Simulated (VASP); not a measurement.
Write the native input for VASP 6.6.1 that does the following.

| Property | Result |
| --- | --- |
| Task | relaxation of cell and atoms |
| Functional | PBE |
| Potentials or basis | VASP PAW PBE potentials, release 54 (Ag) |
| Cutoff | 580 eV |
| k mesh | 11 × 11 × 11 |
| Occupations | fermi-dirac, width 0.05 eV |
| Spin | no spin polarisation |
| Further INCAR settings | ALGO = Normal; EDIFF = 1e-06; IBRION = 2; EDIFFG = -0.01; NSW = 60; ISIF = 3 |

The structure of Ag lies in POSCAR:

```
Ag
1.0
    0.0000000000      2.0427500000      2.0427500000
    2.0427500000      0.0000000000      2.0427500000
    2.0427500000      2.0427500000      0.0000000000
Ag
1
Direct
    0.0000000000      0.0000000000      0.0000000000
```

The input as run:

INCAR

```
PREC = Accurate
ENCUT = 580
EDIFF = 1E-6
ISMEAR = -1
SIGMA = 0.05
LREAL = False
LASPH = True
NELM = 100
ALGO = Normal
ISIF = 3
LWAVE = False
LCHARG = False
GGA = PE
IBRION = 2
NSW = 60
EDIFFG = -0.01
```

KPOINTS

```
Automatic mesh
0
Gamma
  11 11 11
```

Potentials or basis: VASP PAW PBE potentials, release 54 (Ag).

Run with:

```console
$ cat potpaw_PBE.54/Ag/POTCAR > POTCAR
$ mpirun -np 1 vasp_std > vasp.out
```

It gave:

```json
{
  "Relaxed volume": "17.77 Å³/atom",
  "Relaxed cell": "a = 2.929 Å, b = 2.929 Å, c = 2.929 Å, α = 60.00°, β = 60.00°, γ = 60.00°",
  "Space group after relaxing (to 0.05 Å)": "Fm-3m (No. 225)",
  "Energy gained by relaxing": "9.0 meV/atom",
  "Ionic steps": "3",
  "Pressure after relaxing": "0.0 GPa",
  "Band gap on the k mesh": "none (metal or under the smearing width)"
}
```

Run time: 28 s on 1 thread of AMD EPYC 7R13 Processor (Zen 3) (shared host), peak memory 0.12 GiB.
